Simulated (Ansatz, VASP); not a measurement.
Ti: VASP beside Ansatz

INCAR

```
PREC = Accurate
ENCUT = 520
EDIFF = 1E-6
ISMEAR = 0
SIGMA = 0.1
LREAL = False
LASPH = True
NELM = 80
ALGO = Normal
ISIF = 2
LWAVE = False
LCHARG = False
GGA = CA
NBANDS = 12
```

KPOINTS

```
regular mesh
0
Gamma
  12 12 12
```

File POSCAR:

```
Ti
1.0
   -1.6299862453      1.6299862453      1.6299862453
    1.6299862453     -1.6299862453      1.6299862453
    1.6299862453      1.6299862453     -1.6299862453
Ti
1
Direct
    0.0000000000      0.0000000000      0.0000000000
```

Input for Ansatz:

```yaml
crystal:
  lattice:
    - [-1.62998624533038, 1.62998624533038, 1.62998624533038]
    - [1.62998624533038, -1.62998624533038, 1.62998624533038]
    - [1.62998624533038, 1.62998624533038, -1.62998624533038]
  atoms:
    - { symbol: Ti, position: [0.0, 0.0, 0.0] }
accuracy: low
basis:
  ecutwfc: 530.0
kpoints:
  mp_grid:
    grid: [12, 12, 12]
hamiltonian:
  xc: lda
scf:
  convergence:
    dr2_threshold: 1.0e-08
  mixing:
    algorithm: msr1
    beta: 0.7
  occupations:
    method: gaussian
output:
  stress: true
```

This isn't the form of Ti at room conditions, which is hcp.

Alike in both runs: task single point; functional LDA; k mesh 12 × 12 × 12; no spin polarisation.

|  | VASP | Ansatz |
| --- | --- | --- |
| version | VASP 6.6.1 | Ansatz 0.2.0 |
| potentials or method | VASP PAW LDA potentials, release 64 (Ti_sv) | plane waves, PAW |
| plane-wave cutoff (eV) | 520 | 530 |
| occupations | gaussian, width 0.1 eV | gaussian |
| valence electrons in the cell | 12 | 12 |

```csv
,VASP,Ansatz,Ansatz less VASP
pressure (GPa),-9.4,-9.3,+0.03
```

Ansatz warned: «stress_scf_threshold_loose».
